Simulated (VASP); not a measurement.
# Al: convergence, self-consistent run

Al, P1 (no. 1), 64 atoms in the cell. PBEsol; PAW potentials Al (PBE set). VASP 6.6.1.

Wanted: energy within 2 meV/atom; forces within 0.01 eV/Å.

What the run is for: forces in a large cell; Accuracy asked: standard; Cell repeated: 4 × 4 × 4.

POSCAR:
```
Al
1.0
    0.0000000000      8.0992200000      8.0992200000
    8.0992200000      0.0000000000      8.0992200000
    8.0992200000      8.0992200000      0.0000000000
Al
64
Direct
    0.0033350000     -0.0030490000     -0.0021370000
    0.0063990000      0.0008900000      0.2449130000
   -0.0005660000      0.0029450000      0.4944270000
    0.0024880000      0.0027750000      0.7453940000
    0.0039880000      0.2477430000     -0.0026880000
   -0.0007840000      0.2523460000      0.2511140000
    0.0057130000      0.2530020000      0.4997690000
   -0.0029170000      0.2477660000      0.7486830000
    0.0065930000      0.4951340000     -0.0010130000
   -0.0010520000      0.5020650000      0.2511020000
    0.0026530000      0.4987860000      0.4988240000
   -0.0021830000      0.4997240000      0.7460880000
   -0.0035980000      0.7498160000      0.0003680000
    0.0003610000      0.7511070000      0.2479730000
   -0.0004230000      0.7480200000      0.4944310000
[... 36 lines left out ...]
    0.7488230000      0.0017600000      0.7488150000
    0.7467820000      0.2561250000     -0.0035390000
    0.7534430000      0.2524210000      0.2490600000
    0.7459600000      0.2542670000      0.5020100000
    0.7513260000      0.2456880000      0.7541240000
    0.7558670000      0.4942710000      0.0048650000
    0.7534530000      0.5004740000      0.2503250000
    0.7461280000      0.5003800000      0.5077360000
    0.7503820000      0.4967760000      0.7479950000
    0.7489760000      0.7503090000      0.0029270000
    0.7485220000      0.7507070000      0.2514450000
    0.7481930000      0.7508610000      0.5026220000
    0.7501020000      0.7520090000      0.7477660000
```

The series start from Plane-wave cutoff (eV): 280; Projection operators (LREAL): Auto, ROPT -0.00025; Precision mode (PREC): Normal; Electronic threshold (eV): 1e-5; Parallel layout: defaults; Program: vasp_std; Electronic algorithm: ALGO=Normal; Bands a block (NSIM): NSIM=4; Data layout and linear algebra: defaults. Each series keeps the choices made before it, and each single choice may use up half of a tolerance.

## Plane-wave cutoff (eV)

| Plane-wave cutoff (eV) | Energy less reference (meV/atom) | Forces, largest deviation (eV/Å) | SCF iterations | Time (s) |
|---|---|---|---|---|
| 220 | 13.8 | 0.006 | 17 | 7.9 |
| 240 | 10.7 | 0.005 | 17 | 9.7 |
| 280 | 5.2 | 0.004 | 17 | 9.1 |
| 310 | 2.7 | 0.006 | 17 | 10 |
| 380 (reference) | 0.0 | 0.000 | 17 | 13 |

Chosen: 380; the next looser run is off by more than half of the tolerance, so convergence isn't shown beyond this value.

## Projection operators (LREAL)

| Projection operators (LREAL) | Energy less reference (meV/atom) | Forces, largest deviation (eV/Å) | SCF iterations | Time (s) |
|---|---|---|---|---|
| Auto, ROPT -0.005 | -5.6 | 0.122 | 16 | 11 |
| Auto, ROPT -0.002 | -0.7 | 0.108 | 17 | 11 |
| Auto, ROPT -0.001 | 0.1 | 0.011 | 17 | 13 |
| Auto, ROPT -0.0005 | -0.4 | 0.005 | 17 | 12 |
| Auto, ROPT -0.00025 | -0.4 | 0.003 | 17 | 13 |
| Auto, ROPT -0.0001 | -0.2 | 0.000 | 17 | 13 |
| False (reference) | 0.0 | 0.000 | 17 | 20 |

Chosen: Auto, ROPT -0.00025, the loosest value from which every tighter one stays within half of the tolerance.

## Precision mode (PREC)

| Precision mode (PREC) | Energy less reference (meV/atom) | Forces, largest deviation (eV/Å) | SCF iterations | Time (s) |
|---|---|---|---|---|
| SingleN | -0.2 | 0.011 | 17 | 12 |
| Normal | -0.1 | 0.004 | 17 | 13 |
| Accurate (reference) | 0.0 | 0.000 | 17 | 34 |

Chosen: Normal.

## Electronic threshold (eV)

| Electronic threshold (eV) | Energy less reference (meV/atom) | Forces, largest deviation (eV/Å) | SCF iterations | Time (s) |
|---|---|---|---|---|
| 0.001 | 0.0 | 0.048 | 12 | 9.5 |
| 0.0001 | 0.0 | 0.006 | 15 | 12 |
| 1e-5 | 0.0 | 0.001 | 17 | 13 |
| 1e-6 | 0.0 | 0.000 | 21 | 16 |
| 1e-7 (reference) | 0.0 | 0.000 | 24 | 19 |

Chosen: 1e-5.

## Parallel layout

| Parallel layout | Energy less reference (meV/atom) | Forces, largest deviation (eV/Å) | SCF iterations | Time (s) |
|---|---|---|---|---|
| defaults | 0.0 | 0.000 | 17 | 13 |
| NCORE=2 | 0.0 | 0.000 | 17 | 14 |
| NCORE=4 | 0.0 | 0.000 | 17 | 13 |
| NCORE=8 | 0.0 | 0.004 | 16 | 12 |
| NPAR=2 | 0.0 | 0.000 | 17 | 12 |

Chosen: defaults; no other choice that stays within half of the tolerance saves 30 % of the time.

## Program

| Program | Energy less reference (meV/atom) | Forces, largest deviation (eV/Å) | SCF iterations | Time (s) |
|---|---|---|---|---|
| vasp_std | 0.0 | 0.000 | 17 | 13 |
| vasp_gam | 0.0 | 0.000 | 17 | 13 |

Chosen: vasp_std.

## Electronic algorithm

| Electronic algorithm | Energy less reference (meV/atom) | Forces, largest deviation (eV/Å) | SCF iterations | Time (s) |
|---|---|---|---|---|
| ALGO=Normal | 0.0 | 0.000 | 17 | 13 |
| ALGO=Fast | 0.0 | 0.001 | 17 | 13 |
| ALGO=VeryFast | 0.0 | 0.003 | 23 | 15 |
| ALGO=All ISEARCH=1 | 0.0 | 0.003 | 27 | 22 |

Chosen: ALGO=Normal.

## Bands a block (NSIM)

| Bands a block (NSIM) | Energy less reference (meV/atom) | Forces, largest deviation (eV/Å) | SCF iterations | Time (s) |
|---|---|---|---|---|
| NSIM=4 | 0.0 | 0.000 | 17 | 13 |
| NSIM=1 | 0.0 | 0.000 | 17 | 14 |
| NSIM=2 | 0.0 | 0.000 | 17 | 14 |
| NSIM=8 | 0.0 | 0.000 | 17 | 14 |
| NSIM=16 | 0.0 | 0.000 | 17 | 17 |

Chosen: NSIM=4.

## Data layout and linear algebra

| Data layout and linear algebra | Energy less reference (meV/atom) | Forces, largest deviation (eV/Å) | SCF iterations | Time (s) |
|---|---|---|---|---|
| defaults | 0.0 | 0.000 | 17 | 13 |
| LPLANE=False | 0.0 | 0.000 | 17 | 14 |
| LSCALAPACK=False | 0.0 | 0.000 | 17 | 14 |
| LSCALU=True | 0.0 | 0.000 | 17 | 14 |

Chosen: defaults.

## All choices together

| Input | Energy less reference (meV/atom) | Forces, largest deviation (eV/Å) | Time (s) |
|---|---|---|---|
| the program's defaults (naive) | 7.6 | 0.157 | 8.3 |
| chosen settings | -0.4 | 0.003 | 13 |
| reference settings throughout | 0.0 | 0.000 | 48 |

The chosen settings stay within the tolerance of the reference run, but the reference itself isn't shown to be converged in: Plane-wave cutoff (eV).

## The input

INCAR:
```
  ALGO = Normal
  EDIFF = 1E-5
  ENCUT = 380
  GGA = PS
  GGA_COMPAT = False
  ISIF = 2
  ISMEAR = 1
  ISYM = 0
  LASPH = True
  LCHARG = False
  LREAL = Auto
  LWAVE = False
  NELM = 120
  NSIM = 4
  PREC = Normal
  ROPT = -0.00025
  SIGMA = 0.1
```

KPOINTS:
```
k-points
0
Gamma
  1 1 1
```

Commands:
```
cat potpaw_PBE.64/Al/POTCAR > POTCAR
mpirun -np 8 vasp_std > vasp.out
```

Limits: Only the k mesh 1 × 1 × 1 was run, so its error is untested.

The chosen input took VASP 6.6.1 13 s on 8 cores (Intel Xeon Platinum 8488C (Sapphire Rapids)), a shared host.

## An input that fails: Gamma-only program on a mesh of k points

VASP's message: You are using the Gamma-point-only version with more than one k-point or some other non-Gamma k-point.

k mesh: 1 × 1 × 1 becomes 2 × 2 × 2.

Changes against the starting input:
```
- NELM = 120
+ NELM = 52
- vasp_std
+ vasp_gam
(KPOINTS)
-k-points
+Automatic mesh
-  1 1 1
+  2 2 2
+  0 0 0
```
